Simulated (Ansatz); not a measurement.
# HfO2: how the settings move a single-point run

How sensitive is a single-point run of HfO2 to its settings? A reference run comes first, then five runs with altered input.

Method: reference: DFT, PBEsol, plane waves, PAW, in Ansatz 0.2.0.

## (1) The system as given

Symmetry: P4_2/mnm, No. 136, tetragonal system. The conventional cell has a = 4.838 Å, b = 4.838 Å, c = 3.220 Å, α = 90.00°, β = 90.00°, γ = 90.00°. Hf (site symmetry mmm) is surrounded by 6 O at 2.09 Å. O (site symmetry m2m) has 3 Hf at 2.09 Å as nearest neighbours.

As a file:

```xyz
6
Lattice="4.8383 0.0000 0.0000 0.0000 4.8383 0.0000 0.0000 0.0000 3.2200" Properties=species:S:1:pos:R:3 pbc="T T T"
Hf    0.0000    0.0000    0.0000
Hf    2.4191    2.4191    1.6100
O     0.9432    3.8951    1.6100
O     1.4759    1.4759    0.0000
O     3.3624    3.3624    0.0000
O     3.8951    0.9432    1.6100
```

## (2) Baseline

Contents of input.yaml:

```yaml
crystal:
  lattice:
    - [4.8382983968, 0.0, 0.0]
    - [0.0, 4.8382983968, 0.0]
    - [0.0, 0.0, 3.2199930757]
  atoms:
    - { symbol: Hf, position: [0.0, 0.0, 0.0] }
    - { symbol: Hf, position: [0.5, 0.5, 0.5] }
    - { symbol: O, position: [0.1949543471, 0.8050456529, 0.5] }
    - { symbol: O, position: [0.3050456529, 0.3050456529, 0.0] }
    - { symbol: O, position: [0.6949543471, 0.6949543471, 0.0] }
    - { symbol: O, position: [0.8050456529, 0.1949543471, 0.5] }
kpoints:
  mp_grid: { grid: [4, 4, 6] }
hamiltonian:
  xc: pbesol
scf:
  occupations: { method: fixed }
  n_extra_bands: 5
output:
  forces: true
  stress: true
  eigenvalues: true
```

Started as:

```sh
> ansatz run input.yaml --threads 4 --pin off --max-ram 4608MiB --backend cpu --events-out ev --progress --plain --runs-dir out
```

From the output:

```text
[...]
Basis set: ecut = 420 eV, 1487 PW (Γ), exchange–correlation on 72×72×48 points (8 copies of the dense FFT grid, shifted against one another)
[...]
k-points: 24 of 96
[...]
SCF iter   1: F=—  HF=-33450.266219 eV  |F-HF|=—  |Δ(HF+E_count)|=         —  Δρ=1.59e-2  dr2=1.55e-1  ethr=1.77e-3  ⟨swp⟩=3.6  Hψ=3006  notcnv=0  defer=41
preconditioner: auto → Resta (q_TF=auto, 2.732 Å⁻¹)  ε∞=5.6  [insulator: Δε(μ)=3.680 eV  Ē_g=16.844 eV  n_scr=30 (ndim 8)  ℏωp=36.3 eV  f_vac=0.091  ε∞_Penn≈5.6]
SCF iter   2: F=—  HF=-33450.227490 eV  |F-HF|=—  |Δ(HF+E_count)|=   3.87e-2  Δρ=2.64e-3  dr2=2.92e-3  ethr=2.04e-4  ⟨swp⟩=2.3  Hψ=1970  notcnv=0  defer=70
[...]
SCF iter   6: F=—  HF=-33450.227185 eV  |F-HF|=—  |Δ(HF+E_count)|=   1.92e-5  Δρ=2.60e-5  dr2=4.74e-7  ethr=1.78e-8  ⟨swp⟩=2.0  Hψ=1919  notcnv=0  defer=24
SCF iter   7: F=-33450.227185 eV  HF=-33450.227185 eV  |F-HF|=8.82e-9  |Δ(HF+E_count)|=   1.41e-7  Δρ=6.58e-6  dr2=3.52e-8  ethr=1.32e-10  ⟨swp⟩=10.4  Hψ=5027  notcnv=0
[...]
SCF converged after 7 iterations
Free energy (F): -33450.227185 eV
[...]
E sigma→0 (E₀):  -33450.227185 eV
Fermi energy:    12.268711 eV
[...]
  P = ⅓ Tr σ = -1.5426 GPa (-15.426 kbar)
[...]
```

Wall time 2.7 s (4 threads of Arm Neoverse N1, shared host); peak memory 0.41 GiB.

## (3) Changed: ecutwfc 900

input.yaml: that of step 2 with these lines changed.

```diff
@@ -23 +23,3 @@
   eigenvalues: true
+basis:
+  ecutwfc: 900
```

Started as:

```sh
> ansatz run input.yaml --threads 4 --pin off --max-ram 4608MiB --backend cpu --events-out ev --progress --plain --runs-dir out
```

Standard output, cut to the lines that bear on the results:

```text
Warning: RAYON_NUM_THREADS=4 ignored (pool sized by the plan → 4); use --threads N
scf.n_extra_bands = 5 over 38 filled bands (N_el = 76.0): the run solves 43 bands
[...]
Pseudopotentials: kind: paw
Pseudopotential: Hf, paw, valence charge 26, recommended cutoff 420 eV (normal), Hf.paw.azcp
Pseudopotential: O, paw, valence charge 6, recommended cutoff 420 eV (normal), O.paw.azcp
Functional definition: PBEsol
[...]
Crystal: 6 atoms, lattice volume = 75.377 Å³
Basis set: ecut = 900 eV, 4635 PW (Γ), exchange–correlation on 96×96×64 points (8 copies of the dense FFT grid, shifted against one another)
Bands: 43, of which v1, the nominal top of the filled ones, is band 38 counted from 1 (37 counted from 0)
Symmetry: 16 space group operations
Space group: P42/mnm (ITA 136), of the structure as read, at distance tolerance 4.2e-5 Å
k-points: 24 of 96
[...]
SCF iter   1: F=—  HF=-33450.301883 eV  |F-HF|=—  |Δ(HF+E_count)|=         —  Δρ=1.57e-2  dr2=1.52e-1  ethr=1.77e-3  ⟨swp⟩=4.3  Hψ=3193  notcnv=0  defer=54
[...]
SCF iter   7: F=-33450.263614 eV  HF=-33450.263614 eV  |F-HF|=1.26e-8  |Δ(HF+E_count)|=   6.76e-8  Δρ=6.03e-6  dr2=3.23e-8  ethr=1.32e-10  ⟨swp⟩=10.4  Hψ=5414  notcnv=0
[...]
SCF converged after 7 iterations
Free energy (F): -33450.263614 eV
[...]
E sigma→0 (E₀):  -33450.263614 eV
Fermi energy:    12.269091 eV
[...]
--- Forces (eV/Å), atoms counted from 1 ---
  atom   1  Hf     0.00000000    -0.00000000    -0.00000000
  atom   2  Hf    -0.00000000    -0.00000000    -0.00000000
  atom   3  O     -0.02101033     0.02101033    -0.00000000
  atom   4  O      0.02101033     0.02101033    -0.00000000
  atom   5  O     -0.02101033    -0.02101033     0.00000000
  atom   6  O      0.02101033    -0.02101033     0.00000000
[...]
--- Stress (GPa, compression-positive) ---
       -1.262482       0.000000       0.000000
        0.000000      -1.262482       0.000000
        0.000000       0.000000      -2.090392
  P = ⅓ Tr σ = -1.5385 GPa (-15.385 kbar)
--- Band table (eV; the first three rows and the last of 24) ---
[...]
```

Run time: 6.6 s. Hardware: 4 threads of Arm Neoverse N1, shared host; peak memory 0.63 GiB.

Changing the cutoff moves the energy by -6.1 meV/atom. More plane waves (900 against 420 eV) lower the energy, so the reference carries about that much basis error. Cost: 6.6 s against 2.7 s.

## (4) Changing settings: mixing.ndim 30

input.yaml: that of step 2 with these lines changed.

```diff
@@ -19,2 +19,4 @@
   n_extra_bands: 5
+  mixing: { ndim: 30 }
+  max_iter: 95
 output:
```

Started as:

```sh
> ansatz run input.yaml --threads 4 --pin off --max-ram 4608MiB --backend cpu --events-out ev --progress --plain --runs-dir out
```

Standard output, cut to the lines that bear on the results:

```text
Warning: RAYON_NUM_THREADS=4 ignored (pool sized by the plan → 4); use --threads N
scf.n_extra_bands = 5 over 38 filled bands (N_el = 76.0): the run solves 43 bands
[...]
Pseudopotentials: kind: paw
Pseudopotential: Hf, paw, valence charge 26, recommended cutoff 420 eV (normal), Hf.paw.azcp
Pseudopotential: O, paw, valence charge 6, recommended cutoff 420 eV (normal), O.paw.azcp
Functional definition: PBEsol
[...]
Crystal: 6 atoms, lattice volume = 75.377 Å³
Basis set: ecut = 420 eV, 1487 PW (Γ), exchange–correlation on 72×72×48 points (8 copies of the dense FFT grid, shifted against one another)
Bands: 43, of which v1, the nominal top of the filled ones, is band 38 counted from 1 (37 counted from 0)
Symmetry: 16 space group operations
Space group: P42/mnm (ITA 136), of the structure as read, at distance tolerance 4.2e-5 Å
k-points: 24 of 96
[...]
SCF iter   1: F=—  HF=-33450.266219 eV  |F-HF|=—  |Δ(HF+E_count)|=         —  Δρ=1.59e-2  dr2=1.55e-1  ethr=1.77e-3  ⟨swp⟩=3.6  Hψ=3006  notcnv=0  defer=41
[...]
SCF iter   6: F=-33450.227185 eV  HF=-33450.227185 eV  |F-HF|=1.06e-8  |Δ(HF+E_count)|=   3.68e-6  Δρ=7.03e-6  dr2=1.52e-8  ethr=1.32e-10  ⟨swp⟩=9.3  Hψ=5275  notcnv=0
[...]
SCF converged after 6 iterations
Free energy (F): -33450.227185 eV
[...]
E sigma→0 (E₀):  -33450.227185 eV
Fermi energy:    12.268748 eV
[...]
--- Forces (eV/Å), atoms counted from 1 ---
  atom   1  Hf     0.00000000    -0.00000000    -0.00000000
  atom   2  Hf    -0.00000000    -0.00000000    -0.00000000
  atom   3  O     -0.02005124     0.02005124    -0.00000000
  atom   4  O      0.02005124     0.02005124    -0.00000000
  atom   5  O     -0.02005124    -0.02005124     0.00000000
  atom   6  O      0.02005124    -0.02005124     0.00000000
[...]
--- Stress (GPa, compression-positive) ---
       -1.264780       0.000000       0.000000
        0.000000      -1.264780       0.000000
        0.000000       0.000000      -2.097981
  P = ⅓ Tr σ = -1.5425 GPa (-15.425 kbar)
--- Band table (eV; the first three rows and the last of 24) ---
[...]
```

It took 2.7 s on 4 threads of Arm Neoverse N1, shared host; peak memory 0.41 GiB.

With the changed mixing the energy agrees within 0.5 meV/atom. Cost: 6 SCF cycles against 7.

## (5) Changed: ecutwfc 350

input.yaml: that of step 2 with these lines changed.

```diff
@@ -23 +23,3 @@
   eigenvalues: true
+basis:
+  ecutwfc: 350
```

Started as:

```sh
> ansatz run input.yaml --threads 4 --pin off --max-ram 4608MiB --backend cpu --events-out ev --progress --plain --runs-dir out
```

Standard output, cut to the lines that bear on the results:

```text
Warning: basis.ecutwfc = 350 eV is below the records' recommended 420 eV, and the density's cutoff is lower with it unless basis.ecutrho_ratio is high enough to keep the records' density cutoff: compare with a run at a higher cutoff
Warning: RAYON_NUM_THREADS=4 ignored (pool sized by the plan → 4); use --threads N
scf.n_extra_bands = 5 over 38 filled bands (N_el = 76.0): the run solves 43 bands
[...]
Pseudopotentials: kind: paw
Pseudopotential: Hf, paw, valence charge 26, recommended cutoff 420 eV (normal), Hf.paw.azcp
Pseudopotential: O, paw, valence charge 6, recommended cutoff 420 eV (normal), O.paw.azcp
Functional definition: PBEsol
[...]
Crystal: 6 atoms, lattice volume = 75.377 Å³
Basis set: ecut = 350 eV, 1145 PW (Γ), exchange–correlation on 60×60×40 points (8 copies of the dense FFT grid, shifted against one another)
Bands: 43, of which v1, the nominal top of the filled ones, is band 38 counted from 1 (37 counted from 0)
Symmetry: 16 space group operations
Space group: P42/mnm (ITA 136), of the structure as read, at distance tolerance 4.2e-5 Å
k-points: 24 of 96
[...]
SCF iter   1: F=—  HF=-33449.916507 eV  |F-HF|=—  |Δ(HF+E_count)|=         —  Δρ=1.92e-2  dr2=1.93e-1  ethr=1.77e-3  ⟨swp⟩=3.4  Hψ=2950  notcnv=0  defer=41
[...]
SCF iter   7: F=-33449.869529 eV  HF=-33449.869529 eV  |F-HF|=1.34e-8  |Δ(HF+E_count)|=   1.30e-7  Δρ=6.40e-6  dr2=2.93e-8  ethr=1.32e-10  ⟨swp⟩=9.5  Hψ=4459  notcnv=0
[...]
SCF converged after 7 iterations
Free energy (F): -33449.869529 eV
[...]
E sigma→0 (E₀):  -33449.869529 eV
Fermi energy:    12.261495 eV
[...]
--- Forces (eV/Å), atoms counted from 1 ---
  atom   1  Hf     0.00000000    -0.00000000    -0.00000000
  atom   2  Hf     0.00000000    -0.00000000    -0.00000000
  atom   3  O     -0.02790153     0.02790153    -0.00000000
  atom   4  O      0.02790153     0.02790153    -0.00000000
  atom   5  O     -0.02790153    -0.02790153     0.00000000
  atom   6  O      0.02790153    -0.02790153     0.00000000
[...]
--- Stress (GPa, compression-positive) ---
       -1.407055       0.000000       0.000000
        0.000000      -1.407055       0.000000
        0.000000       0.000000      -2.439535
  P = ⅓ Tr σ = -1.7512 GPa (-17.512 kbar)
--- Band table (eV; the first three rows and the last of 24) ---
[...]
```

It took 2.1 s on 4 threads of Arm Neoverse N1, shared host; peak memory 0.38 GiB.

Changing the cutoff moves the energy by +59.6 meV/atom. The lower cutoff gives the higher energy: the smaller basis describes the state less well. The log warns that the cutoff is under what these potentials recommend, so the shift is basis error.

## (6) Changed: occupations.method fermi_dirac, occupations.width 0.5

input.yaml: that of step 2 with these lines changed.

```diff
@@ -17,3 +17,3 @@
 scf:
-  occupations: { method: fixed }
+  occupations: { method: fermi_dirac, width: 0.5 }
   n_extra_bands: 5
```

Started as:

```sh
> ansatz run input.yaml --threads 4 --pin off --max-ram 4608MiB --backend cpu --events-out ev --progress --plain --runs-dir out
```

Standard output, cut to the lines that bear on the results:

```text
Warning: RAYON_NUM_THREADS=4 ignored (pool sized by the plan → 4); use --threads N
scf.n_extra_bands = 5 over 38 filled bands (N_el = 76.0): the run solves 43 bands
[...]
Pseudopotentials: kind: paw
Pseudopotential: Hf, paw, valence charge 26, recommended cutoff 420 eV (normal), Hf.paw.azcp
Pseudopotential: O, paw, valence charge 6, recommended cutoff 420 eV (normal), O.paw.azcp
Functional definition: PBEsol
[...]
Crystal: 6 atoms, lattice volume = 75.377 Å³
Basis set: ecut = 420 eV, 1487 PW (Γ), exchange–correlation on 72×72×48 points (8 copies of the dense FFT grid, shifted against one another)
Bands: 43, of which v1, the nominal top of the filled ones, is band 38 counted from 1 (37 counted from 0)
Symmetry: 16 space group operations
Space group: P42/mnm (ITA 136), of the structure as read, at distance tolerance 4.2e-5 Å
k-points: 24 of 96
[...]
SCF iter   7: F=-33450.251458 eV  HF=-33450.251458 eV  |F-HF|=5.27e-9  |Δ(HF+E_count)|=   1.25e-7  Δρ=5.92e-6  dr2=2.46e-8  ethr=1.32e-10  ⟨swp⟩=5.7  Hψ=4643  notcnv=0
[...]
SCF converged after 7 iterations
Free energy (F): -33450.251458 eV
[...]
E sigma→0 (E₀):  -33450.172531 eV
Entropy (-TS):   -0.157855 eV (-26.309 meV/atom)
Fermi energy:    14.279923 eV
[...]
--- Forces (eV/Å), atoms counted from 1 ---
  atom   1  Hf     0.00000000    -0.00000000    -0.00000000
  atom   2  Hf    -0.00000000    -0.00000000    -0.00000000
  atom   3  O     -0.01011340     0.01011340     0.00000000
  atom   4  O      0.01011340     0.01011340    -0.00000000
  atom   5  O     -0.01011340    -0.01011340     0.00000000
  atom   6  O      0.01011340    -0.01011340    -0.00000000
[...]
--- Stress (GPa, compression-positive) ---
       -1.054847       0.000000       0.000000
        0.000000      -1.054847       0.000000
        0.000000       0.000000      -1.817884
  P = ⅓ Tr σ = -1.3092 GPa (-13.092 kbar)
--- Band table (eV; the first three rows and the last of 24) ---
[...]
```

Wall time 3.4 s (4 threads of Arm Neoverse N1, shared host); peak memory 0.42 GiB.

Changing the smearing moves the energy by +9.1 meV/atom (σ→0 values).

## (7) Variant: xc mr2scan

input.yaml: that of step 2 with these lines changed.

```diff
@@ -15,3 +15,3 @@
 hamiltonian:
-  xc: pbesol
+  xc: mr2scan
 scf:
```

Started as:

```sh
> ansatz run input.yaml --threads 4 --pin off --max-ram 4608MiB --backend cpu --events-out ev --progress --plain --runs-dir out
```

Standard output, cut to the lines that bear on the results:

```text
Warning: RAYON_NUM_THREADS=4 ignored (pool sized by the plan → 4); use --threads N
scf.n_extra_bands = 5 over 38 filled bands (N_el = 76.0): the run solves 43 bands
[...]
Pseudopotentials: kind: paw
Pseudopotential: Hf, paw, valence charge 26, recommended cutoff 500 eV (meta_gga), Hf.paw.azcp
Pseudopotential: O, paw, valence charge 6, recommended cutoff 500 eV (meta_gga), O.paw.azcp
Functional definition: m-r2SCAN
[...]
Crystal: 6 atoms, lattice volume = 75.377 Å³
Basis set: ecut = 500 eV, 1931 PW (Γ), exchange–correlation on 144×144×96 points (64 copies of the dense FFT grid, shifted against one another)
Bands: 43, of which v1, the nominal top of the filled ones, is band 38 counted from 1 (37 counted from 0)
Symmetry: 16 space group operations
Space group: P42/mnm (ITA 136), of the structure as read, at distance tolerance 4.2e-5 Å
k-points: 24 of 96
[...]
SCF iter   1: F=—  HF=-33752.564338 eV  |F-HF|=—  |Δ(HF+E_count)|=         —  Δρ=1.09e-2  dr2=7.86e-2  dr2_τ=4.03e-1  ethr=1.77e-3  ⟨swp⟩=3.8  Hψ=3053  notcnv=0  defer=40
[...]
SCF iter   8: F=-33752.621358 eV  HF=-33752.621358 eV  |F-HF|=3.86e-9  |Δ(HF+E_count)|=   1.87e-8  Δρ=2.62e-6  dr2=6.37e-9  dr2_τ=6.88e-10  ethr=1.32e-10  ⟨swp⟩=9.5  Hψ=4526  notcnv=0
[...]
SCF converged after 8 iterations
Free energy (F): -33752.621358 eV
[...]
E sigma→0 (E₀):  -33752.621358 eV
Fermi energy:    12.015287 eV
[...]
--- Forces (eV/Å), atoms counted from 1 ---
  atom   1  Hf     0.00000000    -0.00000000    -0.00000000
  atom   2  Hf    -0.00000000    -0.00000000    -0.00000000
  atom   3  O     -0.00330464     0.00330464     0.00000000
  atom   4  O      0.00330464     0.00330464    -0.00000000
  atom   5  O     -0.00330464    -0.00330464     0.00000000
  atom   6  O      0.00330464    -0.00330464     0.00000000
[...]
--- Stress (GPa, compression-positive) ---
        0.004420       0.000000       0.000000
        0.000000       0.004420       0.000000
        0.000000       0.000000       0.029380
  P = ⅓ Tr σ = 0.0127 GPa (0.127 kbar)
--- Band table (eV; the first three rows and the last of 24) ---
[...]
```

Wall time 6.1 s (4 threads of Arm Neoverse N1, shared host); peak memory 0.56 GiB.

After a change of functional the difference of the totals has no physical meaning; the pressure goes from -1.5 to 0.0 GPa, the gap on the mesh goes from 3.87 to 4.53 eV and the largest force goes from 0.03 to 0.00 eV/Å. At this fixed cell a higher pressure means that this functional prefers a larger volume than the reference. Meta-GGAs of this kind usually give somewhat wider gaps than GGAs. Cost: 8 SCF cycles against 7, 6.1 s against 2.7 s.

## (8) Comparison

| run | ending | energy change | pressure (GPa) | gap (eV) | force (eV/Å) | cycles | time |
| --- | --- | --- | --- | --- | --- | --- | --- |
| reference | converged | 0 | -1.5 | 3.87 | 0.03 | 7 | 2.7 s |
| 1: ecutwfc 900 | converged | -6.1 meV/atom | -1.5 | 3.87 | 0.03 | 7 | 6.6 s |
| 2: mixing.ndim 30 | converged | 0.0 meV/atom | -1.5 | 3.87 | 0.03 | 6 | 2.7 s |
| 3: ecutwfc 350 | converged | +59.6 meV/atom | -1.8 | 3.88 | 0.04 | 7 | 2.1 s |
| 4: occupations.method fermi_dirac, occupations.width 0.5 | converged | +9.1 meV/atom (σ→0) | -1.3 | 3.89 | 0.01 | 7 | 3.4 s |
| 5: xc mr2scan | converged | not comparable | 0.0 | 4.53 | 0.00 | 8 | 6.1 s |

Residual by cycle in the longest SCF loop of each run; runs are numbered as in the table. The quantity is the density residual dr2, in eV.

```csv
cycle,reference,run 1,run 2,run 3,run 4,run 5
1,0.155,0.152,0.155,0.193,0.176,0.0786
2,0.00292,0.00277,0.0676,0.00378,0.00314,0.0173
3,0.00101,0.00103,6.2e-4,9.5e-4,0.00101,0.00436
4,2.1e-4,2.3e-4,4.8e-5,1.4e-4,2.0e-4,5.3e-4
5,1.3e-5,1.7e-5,3.8e-6,1.1e-5,1.2e-5,2.2e-5
6,4.7e-7,5.2e-7,1.5e-8,2.1e-7,3.9e-7,2.7e-6
7,3.5e-8,3.2e-8,-,2.9e-8,2.5e-8,1.7e-7
8,-,-,-,-,-,6.4e-9
```

**Reading.** Run 3 ran under the cutoff that the potentials recommend, as the log warns, so basis error is mixed into its values. Of the variants the dearest is «ecutwfc 900» (6.6 s), the cheapest «ecutwfc 350» (2.1 s), on a shared host. The gap of the reference lacks spin-orbit coupling, though the cell holds Hf.
